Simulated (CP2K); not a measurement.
# InPd (Fm-3m) in CP2K: relaxation of cell and atoms with PBE

Aim: the relaxation of cell and atoms of InPd with PBE.

Everything below comes from runs of CP2K 2026.2. Logs are shortened: lines on timing, memory, paths and dates and some standing lists are left out, and cuts for length are marked.

### Step 1. Starting point

It takes space group Fm-3m (No. 225, cubic). Conventional cell: a = 5.492 Å, b = 5.492 Å, c = 5.492 Å, α = 90.00°, β = 90.00°, γ = 90.00°. In (site symmetry m-3m) is surrounded by 6 Pd at 2.75 Å. Around Pd (site symmetry m-3m) lie 6 In at 2.75 Å.

The cell was built by a generator and needn't be a form met in nature.

### Step 2. Relaxation of cell and atoms, PBE

Input file inpd_vcrelax.inp:

```
&GLOBAL
  PROJECT inpd_vcrelax
  RUN_TYPE CELL_OPT
  PRINT_LEVEL LOW
&END GLOBAL
&FORCE_EVAL
  METHOD QS
  STRESS_TENSOR ANALYTICAL
  &DFT
    BASIS_SET_FILE_NAME BASIS_MOLOPT_UZH
    POTENTIAL_FILE_NAME POTENTIAL_UZH
    &MGRID
      CUTOFF 500
      REL_CUTOFF 60
      NGRIDS 4
    &END MGRID
    &QS
      METHOD GPW
      EPS_DEFAULT 1.0E-10
      EXTRAPOLATION USE_PREV_P
    &END QS
    &KPOINTS
      SCHEME MONKHORST-PACK 7 7 7
      GAMMA_CENTERED T
    &END KPOINTS
    &SCF
      SCF_GUESS ATOMIC
      EPS_SCF 1.0E-6
      MAX_SCF 100
      ADDED_MOS 13
      CHOLESKY OFF
      EPS_EIGVAL 1.0E-7
      &DIAGONALIZATION ON
        ALGORITHM STANDARD
      &END DIAGONALIZATION
      &MIXING ON
        METHOD BROYDEN_MIXING
        ALPHA 0.4
        BETA 1.5
        NBUFFER 8
      &END MIXING
      &SMEAR ON
        METHOD FERMI_DIRAC
        ELECTRONIC_TEMPERATURE [K] 580.226
      &END SMEAR
    &END SCF
    &XC
      &XC_FUNCTIONAL PBE
      &END XC_FUNCTIONAL
    &END XC
    &PRINT
      &KPOINTS ON
      &END KPOINTS
      &MULLIKEN ON
        &EACH
          CELL_OPT 0
        &END EACH
        ADD_LAST NUMERIC
      &END MULLIKEN
      &MO ON
        ENERGIES T
        OCCUPATION_NUMBERS T
        &EACH
          QS_SCF 0
          CELL_OPT 0
        &END EACH
        ADD_LAST NUMERIC
      &END MO
    &END PRINT
  &END DFT
  &SUBSYS
    &CELL
      A 3.8835294372 0.0000000000 0.0000000000
      B 1.9417647186 3.3632351490 0.0000000000
      C 1.9417647186 1.1210783830 3.1708885074
      PERIODIC XYZ
    &END CELL
    &COORD
      SCALED
      In  0.0000000000 0.0000000000 0.0000000000
      Pd  0.5000000000 0.5000000000 0.5000000000
    &END COORD
    &KIND In
      BASIS_SET DZVP-MOLOPT-PBE-GTH-q13
      POTENTIAL GTH-PBE-q13
    &END KIND
    &KIND Pd
      BASIS_SET DZVP-MOLOPT-PBE-GTH-q18
      POTENTIAL GTH-PBE-q18
    &END KIND
    &PRINT
      &ATOMIC_COORDINATES ON
      &END ATOMIC_COORDINATES
      &CELL ON
      &END CELL
    &END PRINT
  &END SUBSYS
  &PRINT
    &FORCES ON
    &END FORCES
    &STRESS_TENSOR ON
    &END STRESS_TENSOR
  &END PRINT
&END FORCE_EVAL
&MOTION
  &CELL_OPT
    OPTIMIZER BFGS
    MAX_ITER 40
    MAX_FORCE [eV*angstrom^-1] 0.02
    RMS_FORCE [eV*angstrom^-1] 0.02
    MAX_DR 1.0E-2
    RMS_DR 1.0E-2
    EXTERNAL_PRESSURE [bar] 0.0
    PRESSURE_TOLERANCE [bar] 200
  &END CELL_OPT
  &PRINT
    &TRAJECTORY ON
    &END TRAJECTORY
    &CELL ON
    &END CELL
    &FORCES ON
    &END FORCES
    &STRESS ON
    &END STRESS
    &RESTART OFF
    &END RESTART
    &RESTART_HISTORY OFF
    &END RESTART_HISTORY
  &END PRINT
&END MOTION
```

Potentials or basis: POTENTIAL_UZH In GTH-PBE-q13, Pd GTH-PBE-q18; DZVP-MOLOPT-PBE-GTH basis.

Launch:

```console
> OMP_NUM_THREADS=1 cp2k.psmp -i inpd_vcrelax.inp -o inpd_vcrelax.out
```

inpd_vcrelax.out:

```text

 CP2K| version string:                                       CP2K version 2026.2
 CP2K| Input file name                                          inpd_vcrelax.inp

 GLOBAL| Force Environment number                                              1
 GLOBAL| Basis set file name                                    BASIS_MOLOPT_UZH
 GLOBAL| Potential file name                                       POTENTIAL_UZH
 GLOBAL| MM Potential file name                                     MM_POTENTIAL
 GLOBAL| Coordinate file name                                      __STD_INPUT__
 GLOBAL| Method name                                                        CP2K
 GLOBAL| Project name                                               inpd_vcrelax
 GLOBAL| Run type                                                       CELL_OPT
 GLOBAL| FFT library                                                       FFTW3
 GLOBAL| Diagonalization library                                       ScaLAPACK
 GLOBAL| Cholesky decomposition library                                ScaLAPACK
 GLOBAL| DGEMM library                                                      BLAS
 GLOBAL| Direct generalized diagonalization requested                          F
 GLOBAL| Matrix multiplication library                                 ScaLAPACK
 GLOBAL| Global print level                                                  LOW
 GLOBAL| Total number of message passing processes                             1
 GLOBAL| Number of threads for this process                                    1
 GLOBAL| CPU model name                                                  UNKNOWN

 CELL| Volume [angstrom^3]:                                            41.415681
 CELL| Vector a [angstrom]:       3.884     0.000     0.000   |a| =     3.883529
 CELL| Vector b [angstrom]:       1.942     3.363     0.000   |b| =     3.883529
 CELL| Vector c [angstrom]:       1.942     1.121     3.171   |c| =     3.883529
 CELL| Angle (b,c), alpha [degree]:                                    60.000000
 CELL| Angle (a,c), beta  [degree]:                                    60.000000
 CELL| Angle (a,b), gamma [degree]:                                    60.000000
 CELL| Numerically orthorhombic:                                              NO
 CELL| Periodicity                                                           XYZ

 CELL_REF| Volume [angstrom^3]:                                        41.415681
 CELL_REF| Vector a [angstrom     3.884     0.000     0.000   |a| =     3.883529
 CELL_REF| Vector b [angstrom     1.942     3.363     0.000   |b| =     3.883529
 CELL_REF| Vector c [angstrom     1.942     1.121     3.171   |c| =     3.883529
 CELL_REF| Angle (b,c), alpha [degree]:                                60.000000
 CELL_REF| Angle (a,c), beta  [degree]:                                60.000000
 CELL_REF| Angle (a,b), gamma [degree]:                                60.000000
 CELL_REF| Numerically orthorhombic:                                          NO
 CELL_REF| Periodicity                                                       XYZ

 GENERATE|  Preliminary Number of Bonds generated:                             0
 GENERATE|  Achieved consistency in connectivity generation.

 *******************************************************************************
 *******************************************************************************
 **            Copyright (C) by CP2K developers group (2000-2026)             **
 *******************************************************************************

 TOTAL NUMBERS AND MAXIMUM NUMBERS

  Total number of            - Atomic kinds:                                   2
                             - Atoms:                                          2
                             - Shell sets:                                     2
                             - Shells:                                        15
                             - Primitive Cartesian functions:                 13
                             - Cartesian basis functions:                     61
                             - Spherical basis functions:                     51

  Maximum angular momentum of- Orbital basis functions:                        3
                             - Local part of the GTH pseudopotential:          2
                             - Non-local part of the GTH pseudopotential:      4

 MODULE QUICKSTEP: ATOMIC COORDINATES IN ANGSTROM

   Atom Kind Element         X             Y             Z       Z(eff)     Mass
      1    1 In   49      0.000000      0.000000      0.000000  13.0000 114.8180
      2    2 Pd   46      3.883529      2.242157      1.585444  18.0000 106.4200

[... 290 lines left out ...]
 OPT| RMS gradient is converged                                               NO
 OPT|
 OPT| Pressure deviation [bar]                                   9816.4486222184
 OPT| Pressure tolerance [bar]                                    200.0000000000
 OPT| Pressure is converged                                                   NO
 OPT| **************************************************************************

 --------------------------
 OPTIMIZATION STEP:      2
 --------------------------
[... 80 lines left out ...]
 OPT| **************************************************************************
 OPT| Step number                                                              2
 OPT| Optimization method                                                   BFGS
 OPT| Total energy [hartree]                                     -182.9930650445
 OPT| Internal pressure [bar]                                     158.8262121523
 OPT| Effective energy change [hartree]                            -0.0000523694
 OPT| Predicted energy change [hartree]                            -0.0000516862
 OPT| Scaling factor                                                0.0000000000
 OPT| Step size                                                     0.0259779066
 OPT| Trust radius                                                  0.4724315332
 OPT| Decrease in energy                                                     YES
 OPT|
 OPT| Maximum step size                                             0.0259779066
 OPT| Convergence limit for maximum step size                       0.0100000000
 OPT| Maximum step size is converged                                          NO
 OPT|
 OPT| RMS step size                                                 0.0119853461
 OPT| Convergence limit for RMS step size                           0.0100000000
 OPT| RMS step size is converged                                              NO
 OPT|
 OPT| Maximum gradient                                              0.0000351560
 OPT| Convergence limit for maximum gradient                        0.0003889381
 OPT| Maximum gradient is converged                                          YES
 OPT|
 OPT| RMS gradient                                                  0.0000148700
 OPT| Convergence limit for RMS gradient                            0.0003889381
 OPT| RMS gradient is converged                                              YES
 OPT|
 OPT| Pressure deviation [bar]                                    158.8262121523
 OPT| Pressure tolerance [bar]                                    200.0000000000
 OPT| Pressure is converged                                                  YES
 OPT| **************************************************************************

 --------------------------
 OPTIMIZATION STEP:      3
 --------------------------
[... 73 lines left out ...]
 OPT| **************************************************************************
 OPT| Step number                                                              3
 OPT| Optimization method                                                   BFGS
 OPT| Total energy [hartree]                                     -182.9930650733
 OPT| Internal pressure [bar]                                     -25.3614919370
 OPT| Effective energy change [hartree]                            -0.0000000288
 OPT| Predicted energy change [hartree]                            -0.0000000197
 OPT| Scaling factor                                                0.0000000000
 OPT| Step size                                                     0.0005145970
 OPT| Trust radius                                                  0.4724315332
 OPT| Decrease in energy                                                     YES
 OPT|
 OPT| Maximum step size                                             0.0005145970
 OPT| Convergence limit for maximum step size                       0.0100000000
 OPT| Maximum step size is converged                                         YES
 OPT|
 OPT| RMS step size                                                 0.0002350352
 OPT| Convergence limit for RMS step size                           0.0100000000
 OPT| RMS step size is converged                                             YES
 OPT|
 OPT| Maximum gradient                                              0.0000127406
 OPT| Convergence limit for maximum gradient                        0.0003889381
 OPT| Maximum gradient is converged                                          YES
 OPT|
 OPT| RMS gradient                                                  0.0000055532
 OPT| Convergence limit for RMS gradient                            0.0003889381
 OPT| RMS gradient is converged                                              YES
 OPT|
 OPT| Pressure deviation [bar]                                    -25.3614919370
 OPT| Pressure tolerance [bar]                                    200.0000000000
 OPT| Pressure is converged                                                  YES
 OPT| **************************************************************************

 *******************************************************************************
 ***                    GEOMETRY OPTIMIZATION COMPLETED                      ***
 *******************************************************************************

 write_final_structure: Optimization converged, writing XYZ file gladly:
  inpd_vcrelax-FINAL-1_3.xyz

 write_final_structure: Optimization converged, writing CIF file gladly:
  inpd_vcrelax-FINAL-1_3.cif

 write_final_structure: Done!

                    Reevaluating energy at the minimum

 CELL| Volume [angstrom^3]:                                            41.914646
 CELL| Vector a [angstrom]:       3.896     0.000     0.000   |a| =     3.895671
 CELL| Vector b [angstrom]:       1.942     3.377     0.000   |b| =     3.895693
 CELL| Vector c [angstrom]:       1.942     1.121     3.186   |c| =     3.895695
 CELL| Angle (b,c), alpha [degree]:                                    60.137736
 CELL| Angle (a,c), beta  [degree]:                                    60.103462
 CELL| Angle (a,b), gamma [degree]:                                    60.103445
 CELL| Numerically orthorhombic:                                              NO
 CELL| Periodicity                                                           XYZ
[... 519 lines left out ...]
 MO|     28               1.265606              34.438884               0.000000
 MO|     29               1.299106              35.350481               0.000000
 MO| Sum:                                                              31.999998
 MO| E(Fermi):            0.350660 a.u.          9.541933 eV

 [... the levels of further k-points ...]

 !-----------------------------------------------------------------------------!
                     Mulliken Population Analysis

 #  Atom  Element  Kind  Atomic population                           Net charge
       1     In       1         12.816517                              0.183483
       2     Pd       2         18.183483                             -0.183483
 # Total charge                             31.000000                  0.000000

 !-----------------------------------------------------------------------------!

 ENERGY| Total FORCE_EVAL ( QS ) energy [hartree]           -182.993065073327813
```

Run time: 10 min. Hardware: 1 thread of Arm Neoverse N1, shared host; peak memory 0.38 GiB.

What came out:

| Quantity | Value |
| --- | --- |
| Free energy | -4979.4945 eV |
| Relaxed volume | 20.96 Å³/atom |
| Relaxed cell | a = 3.896 Å, b = 3.896 Å, c = 3.896 Å, α = 60.14°, β = 60.10°, γ = 60.10° |
| Space group after relaxing (to 0.05 Å) | Fm-3m (No. 225) |
| Pressure after relaxing | 0.0 GPa |
| Band gap on the k mesh | none (metal or under the smearing width) |
| Mulliken charges | In +0.18; Pd -0.18 e |

The path:
```tsv
step	energy change (eV)	largest force (eV/Å)	volume (Å³)
1	0.0000	0.0000	41.44
2	-0.0014	0.0000	41.91
3	-0.0014	0.0000	41.91
4	-0.0014	0.0000	41.91
```

Final structure:
```
In Pd
1.0
     3.89567    0.00000    0.00000
     1.94175    3.37728    0.00000
     1.94175    1.12108    3.18578
In Pd
1 1
Cartesian
  0.0000 0.0000 0.0000
  3.8896 2.2492 1.5929
```

Levels at points of the mesh, in eV from the Fermi level:
| k point | band 12 | band 13 | band 14 | band 15 | band 16 | band 17 | band 18 | band 19 |
| --- | --- | --- | --- | --- | --- | --- | --- | --- |
| (0.00, 0.00, 0.00) | -2.82 | -2.81 | -2.59 | -2.59 | 5.24 | 5.24 | 5.28 | 10.81 |

Caveat: Mulliken charges move with the basis; the printed path begins after the first move; the basis of atomic orbitals isn't converged, which shifts pressures, moduli and gaps.
